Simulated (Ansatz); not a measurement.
A run of Ansatz 0.2.0 is set up as follows.

The input input.yaml:

```yaml
crystal:
  lattice:
    - [-1.55296, 1.55296, 5.82128]
    - [1.55296, -1.55296, 5.82128]
    - [1.55296, 1.55296, -5.82128]
  atoms:
    - { symbol: Ca, position: [0.04236, 0.04236, 0.0] }
    - { symbol: Ca, position: [0.79236, 0.29236, 0.5] }
    - { symbol: O, position: [0.45764, 0.45764, 0.0] }
    - { symbol: O, position: [0.20764, 0.70764, 0.5] }
hamiltonian:
  xc: blyp
  pseudopotentials: { kind: paw }
kpoints:
  mp_grid: { grid: [9, 9, 9] }
scf:
  occupations: { method: fermi_dirac, width: 0.05 }
output:
  forces: true
  stress: true
  eigenvalues: true
  write_density: true
  write_potential: true
  elf: true
  volumetric_format: npy
relax:
  f_tol: 0.01
  max_steps: 40
  cell: { stress_tol: 0.05 }
```

Potentials or basis: Ansatz PAW.

Run with:

```bash
$ ansatz run input.yaml --threads 2 --pin off --max-ram 5632MiB --backend cpu --events-out ev --progress --plain --runs-dir out
```

**Question.** Predict the band gap on the k mesh.

**Answer.** 3.50 eV, indirect (least direct gap 3.56 eV).

**Question.** Estimate the space group after relaxing (to 0.05 Å).

**Answer.** I4_1md (No. 109).

**Question.** What does it give for the relaxed cell?

**Answer.** a = 6.281 Å, b = 6.281 Å, c = 6.281 Å, α = 151.11°, β = 151.11°, γ = 41.31°.

**Question.** Estimate the relaxed volume.

**Answer.** 14.43 Å³/atom.

Step by step:
| step | energy change (eV) | largest force (eV/Å) | volume (Å³) |
| --- | --- | --- | --- |
| 1 | 0.0000 | 0.0080 | 56.16 |
| 2 | -0.0052 | 0.0171 | 57.96 |
| 3 | -0.0069 | 0.0037 | 57.62 |
| 4 | -0.0071 | 0.0061 | 57.57 |
| 5 | -0.0070 | 0.0003 | 57.61 |
| 6 | -0.0125 | 0.0002 | 57.61 |
| 7 | -0.0122 | 0.0000 | 57.70 |
| 8 | -0.0126 | 0.0000 | 57.70 |

Caveat: odd divisions of the mesh miss points on the zone boundary, where band edges often lie, so the gap on the mesh can be too wide; the plane-wave basis is chosen anew once the cell has moved, so the energies of steps on either side of that aren't comparable; the pressure holds a Pulay correction of +0.5 GPa for the finite cutoff; the PAW data sets come from PBE, with cores solved anew for the run's functional, which leaves a small shift of forces and pressure. As with any semilocal functional, this BLYP gap is likely too small.
